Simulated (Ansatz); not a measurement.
# Li2Se (Fm-3m): exact exchange against the cheap answer (a further series), part 2 of 2

How far do hybrid functionals move Li2Se (Fm-3m) from its cheap description, and at what price?

Ansatz 0.2.0; DFT at several levels, plane waves, PAW.

### Step 3. HSE06 form (fraction 0.2)

Input file input.yaml:

```yaml
crystal:
  lattice:
    - [0.0, 3.0024997683, 3.0024997683]
    - [3.0024997683, 0.0, 3.0024997683]
    - [3.0024997683, 3.0024997683, 0.0]
  atoms:
    - { symbol: Li, position: [0.25, 0.25, 0.25] }
    - { symbol: Li, position: [0.75, 0.75, 0.75] }
    - { symbol: Se, position: [0.0, 0.0, 0.0] }
basis:
  ecutwfc: 420
  ecutrho_ratio: 4
kpoints:
  mp_grid: { grid: [4, 4, 4] }
hamiltonian:
  xc: { preset: hse06, exx: { coeff: 0.2, omega: 0.20787 } }
scf:
  occupations: { method: gaussian, width: 0.05 }
  n_extra_bands: 10
output:
  forces: true
  stress: true
  eigenvalues: true
  populations: true
  dos: { projected: true, de: 0.02 }
```

Run with:

```console
> ansatz run input.yaml --threads 4 --pin off --max-ram 8192MiB --backend cpu --events-out ev --progress --plain --runs-dir out
```

Log:

```text
Warning: output.stress: scf.convergence.dr2_threshold = 1e-7 eV (the SCF's general default) is looser than the 3e-10 eV advised for a printed stress (1e-10 eV for each atom of the cell: 3). What an SCF threshold leaves in a stress goes as its square root, and in the free energy as the threshold itself, and one threshold admits the most on a small cell: of the crystals measured, under no hybrid functional and no lock of the moments, on runs that ended without the residual-converged pass, on stresses that held no estimate of that error, the worst erred by over 100 MPa in a component at 1e-7 eV an atom and by under 5 at 1e-10. Set scf.convergence.dr2_threshold to 3e-10 eV or tighter. The threshold is an SCF's pass mark: one that does not reach it within its budget of iterations ends unconverged, or closes short of it on a stop that the run arms, and scf.convergence.dr2_threshold's page says what that costs each kind of run
Warning: output.stress: scf.exx.energy_threshold = 1e-6 eV is looser than the 3e-8 eV advised for a stress under a hybrid functional (1e-8 eV for each atom of the cell: 3). Every SCF of the exchange loop can meet its threshold on dr2 while the loop round them stops early: no threshold on dr2 bounds what that leaves in the stress. Set scf.exx.energy_threshold to 3e-8 eV or tighter. The threshold is the loop's pass mark: a loop that does not reach it within its budget of cycles ends unconverged, and scf.exx.energy_threshold's page has the law
Warning: RAYON_NUM_THREADS=4 ignored (pool sized by the plan → 4); use --threads N
scf.n_extra_bands = 10 over 11 filled bands (N_el = 22.0): the run solves 21 bands
[... 5 set-up lines as earlier in the session ...]
  parameter a_1 = 0.2
  parameter omega_1 = 0.20787/angstrom
  exchange = pbe_x + (-a_1)*pbe_x_sr(omega_1) + a_1*exact_x_sr(omega_1)
[... 1 set-up line as earlier in the session ...]
Crystal: 3 atoms, lattice volume = 54.135 Å³
Basis set: ecut = 420 eV, 1067 PW (Γ), exchange–correlation on 60×60×60 points (8 copies of the dense FFT grid, shifted against one another)
Bands: 21, of which v1, the nominal top of the filled ones, is band 11 counted from 1 (10 counted from 0)
[... 2 set-up lines as earlier in the session ...]
k-points: 8 of 64
[... 4 set-up lines as earlier in the session ...]
PAW one-centre angular grid: Li, 110 points (default); XC on 96 Gauss nodes
[... 3 set-up lines as earlier in the session ...]
Functional: x = pbe(κ = 0.804, μ = 0.2195149727645171), c = pbe(β = 0.06672455060314922), warm-up for x = pbe(κ = 0.804, μ = 0.2195149727645171) + 0.2 (exact − pbe) at short range (hse, ω = 0.20787 Å⁻¹), c = pbe(β = 0.06672455060314922)
SCF iter   1: F=—  HF=-5882.254423 eV  |F-HF|=—  |Δ(HF+E_count)|=         —  Δρ=2.55e-4  dr2=2.06e-5  ethr=1.77e-3  ⟨swp⟩=2.0  Hψ=1137  notcnv=0
preconditioner: auto → none  [insulator: Δε(μ)=2.981 eV  Ē_g=13.990 eV  σ=0.050 eV  W_gap=1.00  n_scr=14 (ndim 8)  ℏωp=14.3 eV  f_vac=0.048  D(μ)=0.00/eV (n_scr^D=0)]
SCF iter   2: F=-5882.254420 eV  HF=-5882.254409 eV  |F-HF|=1.08e-5  |Δ(HF+E_count)|=   1.38e-5  Δρ=1.23e-4  dr2=4.13e-6  ethr=9.35e-8  ⟨swp⟩=3.2  Hψ=371  notcnv=0  defer=1
SCF 1 stopped early in 2 iterations: F = -5882.254420 eV  dr2 = 4.13e-6
[... 2 set-up lines as earlier in the session ...]
Functional: x = pbe(κ = 0.804, μ = 0.2195149727645171) + 0.2 (exact − pbe) at short range (hse, ω = 0.20787 Å⁻¹), c = pbe(β = 0.06672455060314922)
Exchange kernel: α = 0.2000, screened, ω = 0.2079 Å⁻¹, Wigner–Seitz truncation, v(0) = 1034.0847 eV·Å³, q-mesh 4×4×4, nearest image of the exchange supercell L = 16.98 Å, pair-density grid 15×15×15, without the augmentation charges, whose exchange is taken in its separable form by FFT convolution over the k-point mesh (sized by the pseudopotential files, 24×24×24 at the most), smooth part of the exact exchange by density-matrix convolution
Frozen-core exchange: fock
SCF iter   1: F=—  HF=-5883.745243 eV  |F-HF|=—  |Δ(HF+E_count)|=         —  Δρ=1.97e-3  dr2=1.83e-3  ethr=1.88e-7  ⟨swp⟩=6.8  Hψ=801  notcnv=0
preconditioner: auto → none  [insulator: Δε(μ)=3.652 eV  Ē_g=15.244 eV  σ=0.050 eV  W_gap=1.00  n_scr=14 (ndim 8)  ℏωp=14.3 eV  f_vac=0.048  D(μ)=0.00/eV (n_scr^D=0)]
SCF iter   2: F=—  HF=-5883.742205 eV  |F-HF|=—  |Δ(HF+E_count)|=   3.04e-3  Δρ=1.26e-3  dr2=5.08e-4  ethr=1.88e-7  ⟨swp⟩=4.0  Hψ=482  notcnv=0
SCF iter   3: F=—  HF=-5883.742142 eV  |F-HF|=—  |Δ(HF+E_count)|=   6.23e-5  Δρ=4.72e-4  dr2=1.21e-4  ethr=1.88e-7  ⟨swp⟩=3.0  Hψ=303  notcnv=0
SCF iter   4: F=—  HF=-5883.743628 eV  |F-HF|=—  |Δ(HF+E_count)|=   1.49e-3  Δρ=2.27e-4  dr2=1.26e-5  ethr=1.88e-7  ⟨swp⟩=4.0  Hψ=409  notcnv=0
iter 5 solved again at ethr=9.24e-10 eV; its pass at ethr=5.57e-8 eV (dr2=2.03e-7 eV) is discarded
SCF iter   5: F=-5883.743622 eV  HF=-5883.743624 eV  |F-HF|=1.33e-6  |Δ(HF+E_count)|=   4.10e-6  Δρ=2.11e-5  dr2=5.86e-7  ethr=9.24e-10  ⟨swp⟩=4.1  Hψ=719  notcnv=0  defer=4
SCF 2 stopped early in 5 iterations: F = -5883.743622 eV  dr2 = 5.86e-7
hybrid outer 1: dexx = +1.591e-3 eV, tail = 1.79e-5 eV
Exchange kernel: α = 0.2000, screened, ω = 0.2079 Å⁻¹, Wigner–Seitz truncation, v(0) = 1034.0847 eV·Å³, q-mesh 4×4×4, nearest image of the exchange supercell L = 16.98 Å, pair-density grid 15×15×15, without the augmentation charges, whose exchange is taken in its separable form by FFT convolution over the k-point mesh (sized by the pseudopotential files, 24×24×24 at the most), smooth part of the exact exchange by density-matrix convolution
Frozen-core exchange: fock
SCF iter   1: F=—  HF=-5883.743704 eV  |F-HF|=—  |Δ(HF+E_count)|=         —  Δρ=2.43e-5  dr2=1.50e-7  ethr=4.08e-7  ⟨swp⟩=3.5  Hψ=358  notcnv=0
preconditioner: auto → none  [insulator: Δε(μ)=3.651 eV  Ē_g=15.231 eV  σ=0.050 eV  W_gap=1.00  n_scr=14 (ndim 8)  ℏωp=14.3 eV  f_vac=0.054  D(μ)=0.00/eV (n_scr^D=0)]
SCF iter   2: F=—  HF=-5883.743704 eV  |F-HF|=—  |Δ(HF+E_count)|=   7.03e-8  Δρ=7.64e-6  dr2=1.83e-8  ethr=4.82e-10  ⟨swp⟩=4.0  Hψ=413  notcnv=0
SCF iter   3: F=-5883.743704 eV  HF=-5883.743704 eV  |F-HF|=1.30e-9  |Δ(HF+E_count)|=   1.11e-7  Δρ=1.35e-6  dr2=1.02e-9  ethr=5.25e-11  ⟨swp⟩=3.2  Hψ=377  notcnv=0  defer=2
SCF 3 converged in 3 iterations: F = -5883.743704 eV  dr2 = 1.02e-9
  Residual-converged pass: ⟨swp⟩=2.0  Hψ=256  notcnv=0  max |occ|·‖R‖ = 8.5e-7 eV (tolerance 2.4e-6 eV)  dr2=1.02e-9  dr2_onsite=1.81e-9  max |Δocc| = 0.0e0
hybrid outer 2: dexx = +1.289e-7 eV, tail = 7.09e-9 eV, Δε = 1.21e-3 eV (about 4.95e-5 eV left of the loop's levels)
hybrid SCF converged: 2 outer / 8 inner (+2 warm-up), last move |dexx| = 1.29e-7 eV, tail = 7.09e-9 eV
Stability not checked: this state was not tested for a lower state beside it, because the functional holds exact exchange (a hybrid, or Hartree-Fock), whose exchange loop this test does not read (fock_operator; see scf.lower_state_search)
Free energy (F): -5883.743704 eV
Frozen-core exchange: fock
Harris-Foulkes:  -5883.743704 eV  (|F-HF|=1.30e-9)
Internal energy: -5883.743704 eV  (E = F + TS)
E sigma→0 (E₀):  -5883.743704 eV
Fermi energy:    4.728395 eV
--- Per-component energies (eV) ---
  E_band       = -641.699758
  E_kinetic    = 163.777590
  E_local      = -3020.779853  (includes V_loc(G=0)·N_el)
  E_nonlocal   = -663.374923
  E_hartree    = 1431.915283
  E_xc         = -107.537993
  E_vxc        = -107.819062  (∫ρ·V_xc dr)
  E_exx        = -73.005890  (= α·E_x^exact, valence–valence)
  E_paw        = -1899.543226  (= ΣΔE_a)
  E_vpaw       = 268.676433  (= ΣTr[D̂ρ^β])
  E_aug_tail   = -0.000437  (compensation charges beyond the density's cutoff)
  E_ewald      = -1714.336204
  E_core_change = -0.858052  (= ΣΔE_core)
  E_smearing   = -0.000000  (= −TS)
  E_closure    = -0.000000  (closes the sum)
  Σ components = -5883.743704   (vs F -5883.743704, Δ=0.00e0)
--- Forces (eV/Å), atoms counted from 1 ---
  atom   1  Li     0.00000000     0.00000000     0.00000000
  atom   2  Li    -0.00000000     0.00000000    -0.00000000
  atom   3  Se    -0.00000000     0.00000000     0.00000000
  max |Σ_I F_I| component: 4.63e-18 eV/Å
--- Stress (GPa, compression-positive) ---
       -0.440271       0.000000      -0.000000
        0.000000      -0.440271      -0.000000
        0.000000      -0.000000      -0.440271
  P = ⅓ Tr σ = -0.4403 GPa (-4.403 kbar)
--- Band table (eV; the first three rows and the last of 8) ---
  k-point 0: bands = ["-45.5349", "-45.5349", "-45.5349", "-45.5312", "-45.5312", "-44.2544", "-44.2297", "-9.3304", "2.9028", "2.9028", "2.9028", "7.0509", "9.3507", "9.3507", "9.3507", "14.4345", "14.4345", "14.7849", "14.7849", "14.7849", "18.3018"]
  k-point 1: bands = ["-45.5352", "-45.5349", "-45.5349", "-45.5312", "-45.5312", "-44.2505", "-44.2326", "-9.1354", "1.0440", "2.5981", "2.5981", "8.2286", "9.9064", "9.9064", "10.6551", "12.8474", "12.8474", "15.2269", "18.7203", "19.0002", "19.0002"]
  k-point 2: bands = ["-45.5356", "-45.5349", "-45.5349", "-45.5312", "-45.5312", "-44.2417", "-44.2405", "-8.9159", "-0.2116", "2.3450", "2.3450", "8.8291", "9.6756", "9.6756", "11.7156", "15.4574", "15.4574", "16.5399", "16.5399", "16.7485", "16.8987"]
  k-point 7: bands = ["-45.5353", "-45.5353", "-45.5348", "-45.5312", "-45.5312", "-44.2408", "-44.2408", "-8.7821", "0.8630", "0.8630", "1.0633", "8.7777", "10.1805", "11.8357", "11.8357", "15.0463", "15.0463", "16.0153", "17.7767", "18.3465", "19.4211"]
--- Löwdin populations: 3 sites ---
  site symbol       q [e]
     0     Li      2.3539
     1     Li      2.3539
     2     Se     17.1587
  spilling = 0.006071 (of n_electrons = 22.000000)
```

Wall time 6.3 s (4 threads of Arm Neoverse V1, shared host); peak memory 0.66 GiB.

In short: volume 18.045 Å³/atom, pressure -0.44 GPa, gap on the mesh 3.65 eV.

Counts of states by energy window, in eV from the valence-band top:

```
from  to  total  Se 4p  Li 2s
  -7  -6   0.00   0.00   0.00
  -6  -5   0.00   0.00   0.00
  -5  -4   0.00   0.00   0.00
  -4  -3   0.00   0.00   0.00
  -3  -2   1.66   1.31   0.29
  -2  -1   2.53   2.31   0.14
  -1   0   1.80   1.75   0.01
   0   1   0.00   0.00   0.00
   1   2   0.00   0.00   0.00
   2   3   0.00   0.00   0.00
   3   4   0.00   0.00   0.00
   4   5   0.27   0.01   0.06
   5   6   1.67   0.07   0.50
   6   7   0.43   0.01   0.11
```

The projection uses the shells of the potentials' files: it has no valence p orbitals on Li, so such weight is missing from the shares.

### Step 4. HSE06 form (fraction 0.1)

input.yaml: that of step 3 with these lines changed.

```diff
@@ -15,3 +15,3 @@
 hamiltonian:
-  xc: { preset: hse06, exx: { coeff: 0.2, omega: 0.20787 } }
+  xc: { preset: hse06, exx: { coeff: 0.1, omega: 0.20787 } }
 scf:
```

Run with:

```console
> ansatz run input.yaml --threads 4 --pin off --max-ram 8192MiB --backend cpu --events-out ev --progress --plain --runs-dir out
```

Log:

```text
Warning: output.stress: scf.convergence.dr2_threshold = 1e-7 eV (the SCF's general default) is looser than the 3e-10 eV advised for a printed stress (1e-10 eV for each atom of the cell: 3). What an SCF threshold leaves in a stress goes as its square root, and in the free energy as the threshold itself, and one threshold admits the most on a small cell: of the crystals measured, under no hybrid functional and no lock of the moments, on runs that ended without the residual-converged pass, on stresses that held no estimate of that error, the worst erred by over 100 MPa in a component at 1e-7 eV an atom and by under 5 at 1e-10. Set scf.convergence.dr2_threshold to 3e-10 eV or tighter. The threshold is an SCF's pass mark: one that does not reach it within its budget of iterations ends unconverged, or closes short of it on a stop that the run arms, and scf.convergence.dr2_threshold's page says what that costs each kind of run
Warning: output.stress: scf.exx.energy_threshold = 1e-6 eV is looser than the 3e-8 eV advised for a stress under a hybrid functional (1e-8 eV for each atom of the cell: 3). Every SCF of the exchange loop can meet its threshold on dr2 while the loop round them stops early: no threshold on dr2 bounds what that leaves in the stress. Set scf.exx.energy_threshold to 3e-8 eV or tighter. The threshold is the loop's pass mark: a loop that does not reach it within its budget of cycles ends unconverged, and scf.exx.energy_threshold's page has the law
Warning: RAYON_NUM_THREADS=4 ignored (pool sized by the plan → 4); use --threads N
scf.n_extra_bands = 10 over 11 filled bands (N_el = 22.0): the run solves 21 bands
[... 5 set-up lines as earlier in the session ...]
  parameter a_1 = 0.1
[... 3 set-up lines as earlier in the session ...]
Crystal: 3 atoms, lattice volume = 54.135 Å³
Basis set: ecut = 420 eV, 1067 PW (Γ), exchange–correlation on 60×60×60 points (8 copies of the dense FFT grid, shifted against one another)
Bands: 21, of which v1, the nominal top of the filled ones, is band 11 counted from 1 (10 counted from 0)
[... 2 set-up lines as earlier in the session ...]
k-points: 8 of 64
[... 8 set-up lines as earlier in the session ...]
Functional: x = pbe(κ = 0.804, μ = 0.2195149727645171), c = pbe(β = 0.06672455060314922), warm-up for x = pbe(κ = 0.804, μ = 0.2195149727645171) + 0.1 (exact − pbe) at short range (hse, ω = 0.20787 Å⁻¹), c = pbe(β = 0.06672455060314922)
SCF iter   1: F=—  HF=-5882.254409 eV  |F-HF|=—  |Δ(HF+E_count)|=         —  Δρ=2.85e-4  dr2=4.25e-5  ethr=1.77e-3  ⟨swp⟩=2.0  Hψ=1138  notcnv=0
preconditioner: auto → none  [insulator: Δε(μ)=2.983 eV  Ē_g=13.991 eV  σ=0.050 eV  W_gap=1.00  n_scr=14 (ndim 8)  ℏωp=14.3 eV  f_vac=0.048  D(μ)=0.00/eV (n_scr^D=0)]
iter 2 solved again at ethr=1.10e-8 eV; its pass at ethr=1.93e-7 eV (dr2=2.43e-6 eV) is discarded
SCF iter   2: F=-5882.254435 eV  HF=-5882.254423 eV  |F-HF|=1.22e-5  |Δ(HF+E_count)|=   1.38e-5  Δρ=1.18e-4  dr2=2.42e-6  ethr=1.10e-8  ⟨swp⟩=2.9  Hψ=607  notcnv=0  defer=1
SCF 1 stopped early in 2 iterations: F = -5882.254435 eV  dr2 = 2.42e-6
[... 2 set-up lines as earlier in the session ...]
Functional: x = pbe(κ = 0.804, μ = 0.2195149727645171) + 0.1 (exact − pbe) at short range (hse, ω = 0.20787 Å⁻¹), c = pbe(β = 0.06672455060314922)
Exchange kernel: α = 0.1000, screened, ω = 0.2079 Å⁻¹, Wigner–Seitz truncation, v(0) = 1034.0847 eV·Å³, q-mesh 4×4×4, nearest image of the exchange supercell L = 16.98 Å, pair-density grid 15×15×15, without the augmentation charges, whose exchange is taken in its separable form by FFT convolution over the k-point mesh (sized by the pseudopotential files, 24×24×24 at the most), smooth part of the exact exchange by density-matrix convolution
Frozen-core exchange: fock
SCF iter   1: F=—  HF=-5882.993458 eV  |F-HF|=—  |Δ(HF+E_count)|=         —  Δρ=1.04e-3  dr2=4.85e-4  ethr=1.10e-7  ⟨swp⟩=6.5  Hψ=767  notcnv=0
preconditioner: auto → none  [insulator: Δε(μ)=3.314 eV  Ē_g=14.615 eV  σ=0.050 eV  W_gap=1.00  n_scr=14 (ndim 8)  ℏωp=14.3 eV  f_vac=0.048  D(μ)=0.00/eV (n_scr^D=0)]
SCF iter   2: F=—  HF=-5882.992693 eV  |F-HF|=—  |Δ(HF+E_count)|=   7.64e-4  Δρ=6.75e-4  dr2=1.44e-4  ethr=1.10e-7  ⟨swp⟩=4.0  Hψ=443  notcnv=0
SCF iter   3: F=—  HF=-5882.992677 eV  |F-HF|=—  |Δ(HF+E_count)|=   1.60e-5  Δρ=2.64e-4  dr2=2.10e-5  ethr=1.10e-7  ⟨swp⟩=3.0  Hψ=288  notcnv=0
SCF iter   4: F=—  HF=-5882.992889 eV  |F-HF|=—  |Δ(HF+E_count)|=   2.11e-4  Δρ=8.00e-5  dr2=1.84e-6  ethr=6.80e-8  ⟨swp⟩=3.0  Hψ=328  notcnv=0
SCF iter   5: F=-5882.992888 eV  HF=-5882.992889 eV  |F-HF|=5.47e-7  |Δ(HF+E_count)|=   3.07e-8  Δρ=1.19e-5  dr2=7.92e-8  ethr=8.24e-9  ⟨swp⟩=3.1  Hψ=340  notcnv=0
SCF 2 converged in 5 iterations: F = -5882.992888 eV  dr2 = 7.92e-8
hybrid outer 1: dexx = +2.047e-4 eV, tail = 1.23e-6 eV
Exchange kernel: α = 0.1000, screened, ω = 0.2079 Å⁻¹, Wigner–Seitz truncation, v(0) = 1034.0847 eV·Å³, q-mesh 4×4×4, nearest image of the exchange supercell L = 16.98 Å, pair-density grid 15×15×15, without the augmentation charges, whose exchange is taken in its separable form by FFT convolution over the k-point mesh (sized by the pseudopotential files, 24×24×24 at the most), smooth part of the exact exchange by density-matrix convolution
Frozen-core exchange: fock
SCF iter   1: F=—  HF=-5882.992898 eV  |F-HF|=—  |Δ(HF+E_count)|=         —  Δρ=1.65e-5  dr2=8.04e-8  ethr=2.80e-8  ⟨swp⟩=5.1  Hψ=442  notcnv=0
preconditioner: auto → none  [insulator: Δε(μ)=3.310 eV  Ē_g=14.609 eV  σ=0.050 eV  W_gap=1.00  n_scr=14 (ndim 8)  ℏωp=14.3 eV  f_vac=0.050  D(μ)=0.00/eV (n_scr^D=0)]
SCF iter   2: F=-5882.992898 eV  HF=-5882.992898 eV  |F-HF|=5.62e-9  |Δ(HF+E_count)|=   3.14e-8  Δρ=5.21e-6  dr2=1.02e-8  ethr=3.61e-10  ⟨swp⟩=3.2  Hψ=314  notcnv=0
SCF 3 converged in 2 iterations: F = -5882.992898 eV  dr2 = 1.02e-8
  Residual-converged pass: ⟨swp⟩=3.0  Hψ=293  notcnv=0  max |occ|·‖R‖ = 2.4e-6 eV (tolerance 2.4e-6 eV)  dr2=1.03e-8  dr2_onsite=2.37e-9  max |Δocc| = 0.0e0
hybrid outer 2: dexx = +2.586e-9 eV, tail = 2.52e-8 eV, Δε = 2.42e-4 eV (about 7.67e-5 eV left of the loop's levels)
hybrid SCF converged: 2 outer / 7 inner (+2 warm-up), last move |dexx| = 2.59e-9 eV, tail = 2.52e-8 eV
Stability not checked: this state was not tested for a lower state beside it, because the functional holds exact exchange (a hybrid, or Hartree-Fock), whose exchange loop this test does not read (fock_operator; see scf.lower_state_search)
Free energy (F): -5882.992898 eV
Frozen-core exchange: fock
Harris-Foulkes:  -5882.992898 eV  (|F-HF|=5.62e-9)
Internal energy: -5882.992898 eV  (E = F + TS)
E sigma→0 (E₀):  -5882.992898 eV
Fermi energy:    4.816097 eV
--- Per-component energies (eV) ---
  E_band       = -615.759964
  E_kinetic    = 164.011700
  E_local      = -3020.651173  (includes V_loc(G=0)·N_el)
  E_nonlocal   = -663.128396
  E_hartree    = 1431.637334
  E_xc         = -117.325279
  E_vxc        = -117.792745  (∫ρ·V_xc dr)
  E_exx        = -36.467245  (= α·E_x^exact, valence–valence)
  E_paw        = -1926.302898  (= ΣΔE_a)
  E_vpaw       = 231.460635  (= ΣTr[D̂ρ^β])
  E_aug_tail   = -0.000436  (compensation charges beyond the density's cutoff)
  E_ewald      = -1714.336204
  E_core_change = -0.430299  (= ΣΔE_core)
  E_smearing   = -0.000000  (= −TS)
  E_closure    = -0.000001  (closes the sum)
  Σ components = -5882.992898   (vs F -5882.992898, Δ=9.09e-13)
--- Forces (eV/Å), atoms counted from 1 ---
  atom   1  Li     0.00000000     0.00000000    -0.00000000
  atom   2  Li     0.00000000    -0.00000000     0.00000000
  atom   3  Se    -0.00000000     0.00000000     0.00000000
  max |Σ_I F_I| component: 9.25e-17 eV/Å
--- Stress (GPa, compression-positive) ---
       -0.182900       0.000000      -0.000000
       -0.000000      -0.182900      -0.000000
        0.000000       0.000000      -0.182900
  P = ⅓ Tr σ = -0.1829 GPa (-1.829 kbar)
--- Band table (eV; the first three rows and the last of 8) ---
  k-point 0: bands = ["-43.8452", "-43.8452", "-43.8452", "-43.8412", "-43.8412", "-42.7742", "-42.7499", "-8.6537", "3.1610", "3.1610", "3.1610", "6.9191", "9.1936", "9.1936", "9.1936", "14.2254", "14.2254", "14.5593", "14.5593", "14.5593", "18.0010"]
  k-point 1: bands = ["-43.8456", "-43.8451", "-43.8451", "-43.8412", "-43.8412", "-42.7704", "-42.7528", "-8.4704", "1.3521", "2.8638", "2.8638", "8.0800", "9.7422", "9.7422", "10.4758", "12.6498", "12.6498", "15.0045", "18.4009", "18.7147", "18.7147"]
  k-point 2: bands = ["-43.8460", "-43.8451", "-43.8451", "-43.8412", "-43.8412", "-42.7617", "-42.7606", "-8.2648", "0.1509", "2.6191", "2.6191", "8.6700", "9.5257", "9.5257", "11.5377", "15.1805", "15.1805", "16.2831", "16.2831", "16.4358", "16.6064"]
  k-point 7: bands = ["-43.8457", "-43.8457", "-43.8450", "-43.8412", "-43.8412", "-42.7608", "-42.7608", "-8.1393", "1.1900", "1.1900", "1.3646", "8.6725", "9.9877", "11.6403", "11.6403", "14.7651", "14.7651", "15.7255", "17.4828", "18.0307", "19.1445"]
--- Löwdin populations: 3 sites ---
  site symbol       q [e]
     0     Li      2.3561
     1     Li      2.3561
     2     Se     17.1508
  spilling = 0.006228 (of n_electrons = 22.000000)
```

It took 5.3 s on 4 threads of Arm Neoverse V1, shared host; peak memory 0.65 GiB.

In short: volume 18.045 Å³/atom, pressure -0.18 GPa, mesh gap 3.31 eV.

The density of states, summed over windows 1 eV wide (valence-band top at zero):

```
from  to  total  Se 4p  Li 2s
  -7  -6   0.00   0.00   0.00
  -6  -5   0.00   0.00   0.00
  -5  -4   0.00   0.00   0.00
  -4  -3   0.00   0.00   0.00
  -3  -2   1.64   1.28   0.30
  -2  -1   2.57   2.33   0.15
  -1   0   1.80   1.74   0.01
   0   1   0.00   0.00   0.00
   1   2   0.00   0.00   0.00
   2   3   0.00   0.00   0.00
   3   4   0.03   0.00   0.00
   4   5   0.84   0.05   0.26
   5   6   1.12   0.04   0.32
   6   7   1.43   0.06   0.45
```

The projection uses the shells of the potentials' files: it has no valence p orbitals on Li, so such weight is missing from the shares.

### Step 5. All levels side by side

The summary covers parts 1 to 2.

| level | exact exchange | gap on the mesh (eV) | change of gap (eV) | pressure (GPa) | wall time | CPU time |
| --- | --- | --- | --- | --- | --- | --- |
| PBE (earlier series) | 0.00 | 2.98 | 0 | 0.1 | 0.42 s | 1.1 s |
| PBE0 form (fraction 0.4) | 0.40 | 5.44 | +2.46 | -0.9 | 6.6 s | 19 s |
| HSE06 form (fraction 0.2) | 0.20 | 3.65 | +0.67 | -0.4 | 6.3 s | 17 s |
| HSE06 form (fraction 0.1) | 0.10 | 3.31 | +0.33 | -0.2 | 5.3 s | 16 s |

Changes count from PBE. Times are on 4 threads of Arm Neoverse V1, shared host; the hybrid runs also made densities of states.

Against 2.98 eV at PBE, the runs with exact exchange give 3.31 (HSE06 form (fraction 0.1)) to 5.44 eV (PBE0 form (fraction 0.4)). The pressure spans -0.9 to 0.1 GPa, negative where a level wants a smaller cell on this coarse mesh, whose own error is in all of them. The median run with exact exchange took 16 times the CPU time of the cheap one. Gaps are over this coarse mesh alone, and total energies of different levels can't be compared. The program warned that the SCF threshold is loose for the stress of this hybrid run.
